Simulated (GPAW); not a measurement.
# Al (Fm-3m) in GPAW: a series of runs

Aim: see how the results for Al move with the level of theory and the settings. Levels: BP86+D3(BJ), vdW-DF-cx, OLYP+D3(BJ), r2SCAN+D4. Tasks: equation of state, band structure.

All numbers are computed with GPAW 26.7.0; they aren't measurements. Logs are shortened: lines on timing, memory, paths and dates and some standing lists are left out, and cuts for length are marked. The log counts tension as positive stress, the text compression.

## (1) The structure

The structure is cubic, space group Fm-3m (No. 225). Conventional cell: a = 4.050 Å, b = 4.050 Å, c = 4.050 Å, α = 90.00°, β = 90.00°, γ = 90.00°. Al (site symmetry m-3m) has 12 Al at 2.86 Å as nearest neighbours.

## (2) Equation of state, BP86+D3(BJ)

Contents of run.py:

```python
from ase.calculators.mixing import SumCalculator
from ase.eos import EquationOfState
from ase.io import Trajectory, read
from ase.units import GPa
from dftd3.ase import DFTD3
from gpaw import GPAW, PW, setup_paths

setup_paths.insert(0, '.')

atoms = read('Al.xyz')

traj = Trajectory('eos.traj', 'w')
volumes, energies = [], []
for x in [0.94, 0.96, 0.98, 1.0, 1.02, 1.04, 1.06]:
    a = atoms.copy()
    a.set_cell(atoms.cell * x**(1 / 3), scale_atoms=True)
    calc = GPAW(mode=PW(600),
                xc='GGA_X_B88+GGA_C_P86',
                kpts={'size': (11, 11, 11), 'gamma': True},
                occupations={'name': 'fermi-dirac', 'width': 0.05},
                nbands=7,
                convergence={'density': 1e-05, 'energy': 1e-05},
                maxiter=150,
                txt=f'eos-{x:.2f}.txt')
    a.calc = SumCalculator([calc, DFTD3(method='bp', damping='d3bj')])
    energies.append(a.get_potential_energy())
    volumes.append(a.get_volume())
    p = -a.get_stress()[:3].mean() / GPa
    calc.write(f'eos-{x:.2f}.gpw')
    traj.write(a)
    print(f'{x:.2f} {volumes[-1]:10.4f} A^3 {energies[-1]:14.6f} eV {p:9.3f} GPa', flush=True)

v0, e0, B = EquationOfState(volumes, energies, eos='birchmurnaghan').fit()
print(f'V0 = {v0:.4f} A^3, E0 = {e0:.6f} eV, B0 = {B / GPa:.2f} GPa')
```

Contents of Al.xyz:

```xyz
1
Lattice="0.0000000000 2.0248050000 2.0248050000 2.0248050000 0.0000000000 2.0248050000 2.0248050000 2.0248050000 0.0000000000" Properties=species:S:1:pos:R:3 pbc="T T T"
Al     0.0000000000      0.0000000000      0.0000000000
```

Potentials or basis: PAW data sets generated in the run's folder for this functional, pw.

Launch:

```console
gpaw-setup -f GGA_X_B88+GGA_C_P86 Al
OMP_NUM_THREADS=1 python run.py
```

Standard output:

```text
__  _  _
 | _ |_)|_||  |
 |__||  | ||/\| - 26.7.0

Input parameters:
  mode=PW(ecut=600.0),
  convergence={'density': 1e-05, 'energy': 1e-05},
  kpts=MonkhorstPack(size=(11, 11, 11), gamma=True),
  maxiter=150,
  nbands=7,
  occupations=Occupations(name='fermi-dirac', width=0.05),
  xc=XC(name='GGA_X_B88+GGA_C_P86')

Diagonalizing LCAO Hamiltonian
Converting LCAO to pw mode

       Al

Atoms  # Å, Bohr magnetons
|   | symbol |        x |        y |        z |    initial magnetic moments |
|---|--------|----------|----------|----------|-----------------------------|
| 0 |     Al | 0.000000 | 0.000000 | 0.000000 | ( 0.0000,  0.0000,  0.0000) |

Unit cell  # Å
| periodic |        x |        y |        z |  lengths |    angles |
|----------|----------|----------|----------|----------|-----------|
|      yes | 0.000000 | 1.983471 | 1.983471 | 2.805051 | 60.000000 |
|      yes | 1.983471 | 0.000000 | 1.983471 | 2.805051 | 60.000000 |
|      yes | 1.983471 | 1.983471 | 0.000000 | 2.805051 | 60.000000 |

Number of symmetries: 48
Symmetry operations  # r_c * U_cc + t_c -> r_c
|    | kind |            matrix            |
|----|------|------------------------------|
|  0 |  σ   |  1, 0, 0,  1, 0,-1,  1,-1, 0 |
|  1 |  C2  |  1, 0, 0,  1,-1, 0,  1, 0,-1 |
|  2 |  E   |  1, 0, 0,  0, 1, 0,  0, 0, 1 |
|  3 |  σ   |  1, 0, 0,  0, 0, 1,  0, 1, 0 |
|  4 |  C4  |  1, 0,-1,  1, 0, 0,  1,-1, 0 |
|  5 |  S6  |  1, 0,-1,  1,-1, 0,  1, 0, 0 |
|  6 |  σ   |  1, 0,-1,  0, 1,-1,  0, 0,-1 |
|  7 |  C3  |  1, 0,-1,  0, 0,-1,  0, 1,-1 |
|  8 |  S6  |  1,-1, 0,  1, 0, 0,  1, 0,-1 |
|  9 |  C4  |  1,-1, 0,  1, 0,-1,  1, 0, 0 |
| 10 |  C3  |  1,-1, 0,  0,-1, 1,  0,-1, 0 |
| 11 |  σ   |  1,-1, 0,  0,-1, 0,  0,-1, 1 |
| 12 |  σ   |  0, 1, 0,  1, 0, 0,  0, 0, 1 |
| 13 |  C4  |  0, 1, 0,  0, 1,-1, -1, 1, 0 |
| 14 |  C3  |  0, 1, 0,  0, 0, 1,  1, 0, 0 |
| 15 |  S6  |  0, 1, 0, -1, 1, 0,  0, 1,-1 |
| 16 |  C2  |  0, 1,-1,  1, 0,-1,  0, 0,-1 |
| 17 |  σ   |  0, 1,-1,  0, 1, 0, -1, 1, 0 |
| 18 |  S4  |  0, 1,-1,  0, 0,-1,  1, 0,-1 |
| 19 |  C4  |  0, 1,-1, -1, 1, 0,  0, 1, 0 |
| 20 |  C3  |  0, 0, 1,  1, 0, 0,  0, 1, 0 |
| 21 |  σ   |  0, 0, 1,  0, 1, 0,  1, 0, 0 |
| 22 |  S6  |  0, 0, 1,  0,-1, 1, -1, 0, 1 |
| 23 |  C4  |  0, 0, 1, -1, 0, 1,  0,-1, 1 |
| 24 |  S4  |  0, 0,-1,  1, 0,-1,  0, 1,-1 |
| 25 |  C3  |  0, 0,-1,  0, 1,-1,  1, 0,-1 |
| 26 |  C2  |  0, 0,-1,  0,-1, 0, -1, 0, 0 |
| 27 |  S6  |  0, 0,-1, -1, 0, 0,  0,-1, 0 |
| 28 |  S4  |  0,-1, 1,  1,-1, 0,  0,-1, 0 |
| 29 |  C4  |  0,-1, 1,  0, 0, 1, -1, 0, 1 |
| 30 |  C2  |  0,-1, 1,  0,-1, 0,  1,-1, 0 |
| 31 |  σ   |  0,-1, 1, -1, 0, 1,  0, 0, 1 |
| 32 |  C3  |  0,-1, 0,  1,-1, 0,  0,-1, 1 |
| 33 |  S6  |  0,-1, 0,  0, 0,-1, -1, 0, 0 |
| 34 |  S4  |  0,-1, 0,  0,-1, 1,  1,-1, 0 |
| 35 |  C2  |  0,-1, 0, -1, 0, 0,  0, 0,-1 |
| 36 |  C2  | -1, 1, 0,  0, 1, 0,  0, 1,-1 |
| 37 |  S6  | -1, 1, 0,  0, 1,-1,  0, 1, 0 |
| 38 |  S4  | -1, 1, 0, -1, 0, 1, -1, 0, 0 |
| 39 |  C3  | -1, 1, 0, -1, 0, 0, -1, 0, 1 |
| 40 |  S6  | -1, 0, 1,  0, 0, 1,  0,-1, 1 |
| 41 |  C2  | -1, 0, 1,  0,-1, 1,  0, 0, 1 |
| 42 |  C3  | -1, 0, 1, -1, 1, 0, -1, 0, 0 |
| 43 |  S4  | -1, 0, 1, -1, 0, 0, -1, 1, 0 |
| 44 |  C2  | -1, 0, 0,  0, 0,-1,  0,-1, 0 |
| 45 |  i   | -1, 0, 0,  0,-1, 0,  0, 0,-1 |
| 46 |  σ   | -1, 0, 0, -1, 1, 0, -1, 0, 1 |
| 47 |  C2  | -1, 0, 0, -1, 0, 1, -1, 1, 0 |

BZ-sampling:
  Number of BZ points: 1331
  Number of IBZ points: 56

  Monkhorst-Pack size: [11, 11, 11]
  Monkhorst-Pack shift: [0, 0, 0]

K-points  # in reciprocal-cell coordinates
|     |                                coordinates |     weight |
|-----|--------------------------------------------|------------|
|   0 | (  0.00000000,   0.00000000,   0.00000000) | 0.00075131 |
|   1 | (  0.09090909,   0.09090909,   0.00000000) | 0.00450789 |
|   2 | (  0.09090909,   0.09090909,   0.09090909) | 0.00601052 |
|   3 | (  0.18181818,   0.09090909,   0.09090909) | 0.00901578 |
|   4 | (  0.18181818,   0.18181818,   0.00000000) | 0.00450789 |
|   5 | (  0.18181818,   0.18181818,   0.09090909) | 0.01803156 |
|   6 | (  0.18181818,   0.18181818,   0.18181818) | 0.00601052 |
|   7 | (  0.27272727,   0.18181818,   0.09090909) | 0.01803156 |
|   8 | (  0.27272727,   0.18181818,   0.18181818) | 0.01803156 |
|   9 | (  0.27272727,   0.27272727,   0.00000000) | 0.00450789 |
| ... |                                            |            |
|  55 | (  0.45454545,   0.45454545,   0.45454545) | 0.00601052 |

Plane wave coefficients: 534
Cutoff: 600.0 eV

Spin-components: 1 (collinear spins)
Bands:           7
Projectors:      5
Spin-degeneracy: 2
Datatype:        complex128

Parallelization:
  kpt:    1
  domain: 1
  band:   1

Density:
  Valence electrons: 3.0
  Components: 1
  Grid points: [16 16 16]
  Charge: 0.0  # |e|

Potential:
  Grid points: [16 16 16]

species:
  Al:
    name:    Aluminium
    Z:       13.0
    valence: 3
    core:    10
    charge:  0.0  # [|e|]
    compensation charges:
      type: gauss
      rc: 0.34  # [Å]
      lmax: 2
    cutoffs:
      filter: 1.91  # [Å]
      core: 2.36  # [Å]
    projectors
    | kind |    occ | energy [eV] | rcut [Å] |
    |------|--------|-------------|----------|
    |   3s |  2.000 |      -7.859 |    1.085 |
    |   3p |  1.000 |      -2.811 |    1.085 |
    |    s |        |      19.353 |    1.085 |
    |    p |        |      24.401 |    1.085 |
    |    d |        |       0.000 |    1.085 |

    Using partial waves for Al as LCAO basis

Reference energy: -6607.725477  # eV

eigensolver:
  PPCG
  Converge bands: occupied
  niter=2

density mixing:
  MSR1-Mixer
  Pratt-step length: 0.05
  Maximum mixing coefficient: 0.75
  Old densities: 10
  SVD Regularization: 0.005
  Good broyden scale: 1.0
  Trust region scale: 1.0
  Backstep threshold: 4.0
  History deletion threshold: 6.0
  Fourier metric: weight=20.0, sigma=0.015

occupation numbers:
  Fermi-Dirac:
    width: 0.0500  # eV

poisson solver:
  ecut: 4800.0  # eV

xc functional:
  name: GGA_X_B88+GGA_C_P86 with 2 nearest neighbor stencil

convergence criteria:
- Maximum integral of absolute [dens]ity change: 1e-05 electrons / valence electron
- Maximum [total energy] change in last 3 cyles: 1e-05 eV / valence electron
- Maximum integral of absolute [eigenst]ate change: 4e-08 eV^2 / valence electron
maximum number of iterations: 150

SCF iterations
|iter     | |      energy | eigst |  dens |
|---------|-|-------------|-------|-------|
|iter:   1| |   -3.384283 | -0.22 |       |
|iter:   2| |   -3.385309 | -3.46 | -1.01 |
|iter:   3| |   -3.392115 | -3.67 | -1.03 |
|iter:   4| |   -3.392963 | -4.24 | -1.56 |
|iter:   5| |   -3.392965 | -7.40c| -3.02 |
|iter:   6| |   -3.392965c| -8.06c| -3.45 |
|iter:   7| |   -3.392965c| -8.76c| -4.93 |
|iter:   8| |   -3.392965c| -9.29c| -5.37c|

Converged in 8 steps
Energy contributions relative to reference atoms: (reference = -6607.725477)

Energy contributions:
  Kinetic:           6.157811
  Coulomb:          -3.732512
  Zero:             -0.004815
  External:          0.000000
  Xc:               -5.811428
  Entropy:          -0.004042
  Spinorbit:         0.000000
  ----------------------------
  Free energy:      -3.394986
  Extrapolated:     -3.392965

dipole moment: (-6.815837, -6.815837, -6.815837)  # |e|*Ang

Fermi level: 7.686
Eigenvalues  # (at kpt = [0.000, 0.000, 0.000])
| band index |      eig [eV] | occ [0-2] |
|------------|---------------|-----------|
|          0 |        -3.842 |     2.000 |
|          1 |        20.605 |     0.000 |
|          2 |        20.605 |     0.000 |
|          3 |        20.605 |     0.000 |
|          4 |        22.502 |     0.000 |
|          5 |        22.502 |     0.000 |
|          6 |        22.502 |     0.000 |

No gap
No difference between direct/indirect transitions

Stress tensor  # eV/Ang^3
|         x |         y |         z |
|-----------|-----------|-----------|
| -0.036753 | -0.000000 | -0.000000 |
| -0.000000 | -0.036753 | -0.000000 |
| -0.000000 | -0.000000 | -0.036753 |

# Writing to eos-0.94.gpw (mode='')
```

Wall time 39 s (1 thread of Arm Neoverse V1, shared host); peak memory 0.16 GiB.

What came out:

```yaml
Equilibrium_volume: "15.08 Å³/atom (rough: see the caveat)"
Bulk_modulus: 97 GPa (rough)
```

Energy against volume, from the lowest point:
```tsv
volume (Å³/atom)	energy (meV/atom)
15.607	0.00
15.939	8.06
16.271	19.29
16.603	33.32
16.935	49.82
17.267	68.49
17.599	89.04
```

Caveat: the minimum lies outside the volumes run.

## (3) Band structure, vdW-DF-cx

Contents of run.py:

```python
import spglib
from ase import Atoms
from ase.dft.bandgap import bandgap
from ase.io import read, write
from gpaw import GPAW, PW

atoms = read('Al.cif')
cell, positions, numbers = spglib.find_primitive(
    (atoms.cell[:], atoms.get_scaled_positions(), atoms.numbers), symprec=1e-4)
atoms = Atoms(numbers, cell=cell, scaled_positions=positions, pbc=True)

calc = GPAW(mode=PW(600),
            xc={'name': 'vdW-DF-cx', 'backend': 'libvdwxc'},
            kpts={'size': (11, 11, 11), 'gamma': True},
            occupations={'name': 'fermi-dirac', 'width': 0.05},
            nbands=7,
            convergence={'density': 1e-05, 'energy': 1e-05},
            maxiter=150,
            txt='gpaw.txt')
atoms.calc = calc
energy = atoms.get_potential_energy()
forces = atoms.get_forces()
calc.write('gs.gpw')
write('result.traj', atoms)
print(f'Energy: {energy:.6f} eV')
print('Forces (eV/A):')
print(forces.round(4))
print('Fermi level:', round(calc.get_fermi_level(), 4), 'eV')
print(f'Gap: {bandgap(calc)[0]:.4f} eV, direct: {bandgap(calc, direct=True)[0]:.4f} eV')

path = atoms.cell.bandpath('GXWKGLUWLK,UX', npoints=100, eps=1e-4)
bs_calc = calc.fixed_density(kpts=path, symmetry='off', nbands=13,
                             convergence={'bands': 'CBM+6.0', 'eigenstates': 1e-6}, txt='bands.txt')
bs = bs_calc.band_structure()
bs.write('bs.json')
print(f'Gap on the path: {bandgap(bs_calc)[0]:.4f} eV')
```

Contents of Al.cif:

```cif
data_Al
_cell_length_a 4.04961000
_cell_length_b 4.04961000
_cell_length_c 4.04961000
_cell_angle_alpha 90.00000000
_cell_angle_beta 90.00000000
_cell_angle_gamma 90.00000000
_space_group_name_H-M_alt 'Fm-3m'
_space_group_name_Hall '-F 4 2 3'
_space_group_IT_number 225
loop_
_space_group_symop_operation_xyz
'x,y,z'
'-x,-y,-z'
'-y,x,z'
'y,-x,-z'
'-x,-y,z'
'x,y,-z'
'y,-x,z'
'-y,x,-z'
'x,-y,-z'
'-x,y,z'
'-y,-x,-z'
'y,x,z'
'-x,y,-z'
'x,-y,z'
'y,x,-z'
'-y,-x,z'
'z,x,y'
'-z,-x,-y'
'z,-y,x'
'-z,y,-x'
'z,-x,-y'
'-z,x,y'
'z,y,-x'
'-z,-y,x'
'-z,x,-y'
'z,-x,y'
'-z,-y,-x'
'z,y,x'
'-z,-x,y'
'z,x,-y'
'-z,y,x'
'z,-y,-x'
'y,z,x'
'-y,-z,-x'
'x,z,-y'
'-x,-z,y'
'-y,z,-x'
'y,-z,x'
'-x,z,y'
'x,-z,-y'
'-y,-z,x'
'y,z,-x'
'-x,-z,-y'
'x,z,y'
'y,-z,-x'
'-y,z,x'
'x,-z,y'
'-x,z,-y'
'x,y+1/2,z+1/2'
'-x,-y+1/2,-z+1/2'
'-y,x+1/2,z+1/2'
[... 62 lines left out ...]
'-z+1/2,-x,-y+1/2'
'z+1/2,-y,x+1/2'
'-z+1/2,y,-x+1/2'
'z+1/2,-x,-y+1/2'
'-z+1/2,x,y+1/2'
'z+1/2,y,-x+1/2'
'-z+1/2,-y,x+1/2'
'-z+1/2,x,-y+1/2'
'z+1/2,-x,y+1/2'
'-z+1/2,-y,-x+1/2'
'z+1/2,y,x+1/2'
'-z+1/2,-x,y+1/2'
'z+1/2,x,-y+1/2'
'-z+1/2,y,x+1/2'
'z+1/2,-y,-x+1/2'
'y+1/2,z,x+1/2'
'-y+1/2,-z,-x+1/2'
'x+1/2,z,-y+1/2'
'-x+1/2,-z,y+1/2'
'-y+1/2,z,-x+1/2'
'y+1/2,-z,x+1/2'
'-x+1/2,z,y+1/2'
'x+1/2,-z,-y+1/2'
'-y+1/2,-z,x+1/2'
'y+1/2,z,-x+1/2'
'-x+1/2,-z,-y+1/2'
'x+1/2,z,y+1/2'
'y+1/2,-z,-x+1/2'
'-y+1/2,z,x+1/2'
'x+1/2,-z,y+1/2'
'-x+1/2,z,-y+1/2'
'x+1/2,y+1/2,z'
'-x+1/2,-y+1/2,-z'
'-y+1/2,x+1/2,z'
'y+1/2,-x+1/2,-z'
'-x+1/2,-y+1/2,z'
'x+1/2,y+1/2,-z'
'y+1/2,-x+1/2,z'
'-y+1/2,x+1/2,-z'
'x+1/2,-y+1/2,-z'
'-x+1/2,y+1/2,z'
'-y+1/2,-x+1/2,-z'
'y+1/2,x+1/2,z'
'-x+1/2,y+1/2,-z'
'x+1/2,-y+1/2,z'
'y+1/2,x+1/2,-z'
'-y+1/2,-x+1/2,z'
'z+1/2,x+1/2,y'
'-z+1/2,-x+1/2,-y'
'z+1/2,-y+1/2,x'
'-z+1/2,y+1/2,-x'
'z+1/2,-x+1/2,-y'
'-z+1/2,x+1/2,y'
'z+1/2,y+1/2,-x'
'-z+1/2,-y+1/2,x'
'-z+1/2,x+1/2,-y'
'z+1/2,-x+1/2,y'
'-z+1/2,-y+1/2,-x'
'z+1/2,y+1/2,x'
'-z+1/2,-x+1/2,y'
'z+1/2,x+1/2,-y'
'-z+1/2,y+1/2,x'
'z+1/2,-y+1/2,-x'
'y+1/2,z+1/2,x'
'-y+1/2,-z+1/2,-x'
'x+1/2,z+1/2,-y'
'-x+1/2,-z+1/2,y'
'-y+1/2,z+1/2,-x'
'y+1/2,-z+1/2,x'
'-x+1/2,z+1/2,y'
'x+1/2,-z+1/2,-y'
'-y+1/2,-z+1/2,x'
'y+1/2,z+1/2,-x'
'-x+1/2,-z+1/2,-y'
'x+1/2,z+1/2,y'
'y+1/2,-z+1/2,-x'
'-y+1/2,z+1/2,x'
'x+1/2,-z+1/2,y'
'-x+1/2,z+1/2,-y'
loop_
_atom_site_label
_atom_site_type_symbol
_atom_site_symmetry_multiplicity
_atom_site_Wyckoff_symbol
_atom_site_fract_x
_atom_site_fract_y
_atom_site_fract_z
_atom_site_occupancy
Al1 Al 4 a 0.0000000000 0.0000000000 0.0000000000 1
```

Potentials or basis: GPAW PAW data sets (gpaw-data 1.2.1), pw.

Launch:

```console
OMP_NUM_THREADS=1 python run.py
```

Run time: 14 s. Hardware: 1 thread of Arm Neoverse V1, shared host; peak memory 0.17 GiB.

It converged, with:

| Quantity | Value |
| --- | --- |
| Free energy | 1.8683 eV |
| Band gap along the path | none (metal or under the smearing width) |

Levels at the corners of the path, in eV from the Fermi level:
```
point  band 1  band 2  band 3  band 4  band 5
    Γ  -11.10   12.56   12.56   12.56   14.03
    X   -2.94   -1.59    5.22    5.55    5.55
    W   -0.87   -0.87    0.17    1.11   15.79
    K   -1.91   -1.37   -0.39    6.52    8.18
    Γ  -11.10   12.56   12.56   12.56   14.03
    L   -4.59   -4.37   11.34   11.34   11.41
    U   -1.91   -1.37   -0.39    6.52    8.18
    W   -0.87   -0.87    0.17    1.11   15.79
    L   -4.59   -4.37   11.34   11.34   11.41
    K   -1.91   -1.37   -0.39    6.52    8.18
    U   -1.91   -1.37   -0.39    6.52    8.18
    X   -2.94   -1.59    5.22    5.55    5.55
```

Caveat: the PAW data sets were made with another functional, which shifts forces and pressure a little.

## (4) Equation of state, OLYP+D3(BJ)

Contents of run.py:

```python
from ase.calculators.mixing import SumCalculator
from ase.eos import EquationOfState
from ase.io import Trajectory, read
from ase.units import GPa
from dftd3.ase import DFTD3
from gpaw import GPAW, PW, setup_paths

setup_paths.insert(0, '.')

atoms = read('Al.cif')

traj = Trajectory('eos.traj', 'w')
volumes, energies = [], []
for x in [0.94, 0.96, 0.98, 1.0, 1.02, 1.04, 1.06]:
    a = atoms.copy()
    a.set_cell(atoms.cell * x**(1 / 3), scale_atoms=True)
    calc = GPAW(mode=PW(600),
                xc='GGA_X_OPTX+GGA_C_LYP',
                kpts={'size': (11, 11, 11), 'gamma': True},
                occupations={'name': 'fermi-dirac', 'width': 0.05},
                nbands=7,
                convergence={'density': 1e-05, 'energy': 1e-05},
                eigensolver='davidson',
                maxiter=150,
                txt=f'eos-{x:.2f}.txt')
    a.calc = SumCalculator([calc, DFTD3(method='olyp', damping='d3bj')])
    energies.append(a.get_potential_energy())
    volumes.append(a.get_volume())
    p = -a.get_stress()[:3].mean() / GPa
    calc.write(f'eos-{x:.2f}.gpw')
    traj.write(a)
    print(f'{x:.2f} {volumes[-1]:10.4f} A^3 {energies[-1]:14.6f} eV {p:9.3f} GPa', flush=True)

v0, e0, B = EquationOfState(volumes, energies, eos='birchmurnaghan').fit()
print(f'V0 = {v0:.4f} A^3, E0 = {e0:.6f} eV, B0 = {B / GPa:.2f} GPa')
```

Contents of Al.cif:

```cif
data_Al
_cell_length_a 2.86350669
_cell_length_b 2.86350669
_cell_length_c 2.86350669
_cell_angle_alpha 60.00000000
_cell_angle_beta 60.00000000
_cell_angle_gamma 60.00000000
_space_group_name_H-M_alt 'P1'
_space_group_name_Hall 'P 1'
_space_group_IT_number 1
loop_
_space_group_symop_operation_xyz
'x,y,z'
loop_
_atom_site_label
_atom_site_type_symbol
_atom_site_symmetry_multiplicity
_atom_site_Wyckoff_symbol
_atom_site_fract_x
_atom_site_fract_y
_atom_site_fract_z
_atom_site_occupancy
Al1 Al 1 a 0.0000000000 0.0000000000 0.0000000000 1
```

Potentials or basis: PAW data sets generated in the run's folder for this functional, pw.

Launch:

```console
gpaw-setup -f GGA_X_OPTX+GGA_C_LYP Al
OMP_NUM_THREADS=1 python run.py
```

Wall time 38 s (1 thread of Arm Neoverse V1, shared host); peak memory 0.16 GiB.

It converged, with:

| Quantity | Value |
| --- | --- |
| Equilibrium volume | 14.59 Å³/atom (rough: see the caveat) |
| Bulk modulus | 109 GPa (rough) |

Energy against volume, from the lowest point:
| volume (Å³/atom) | energy (meV/atom) |
| --- | --- |
| 15.607 | 0.00 |
| 15.939 | 14.83 |
| 16.271 | 32.79 |
| 16.603 | 53.53 |
| 16.935 | 76.73 |
| 17.267 | 102.10 |
| 17.599 | 129.39 |

Caveat: the minimum lies outside the volumes run.

(Part 1 of 2 ends here.)
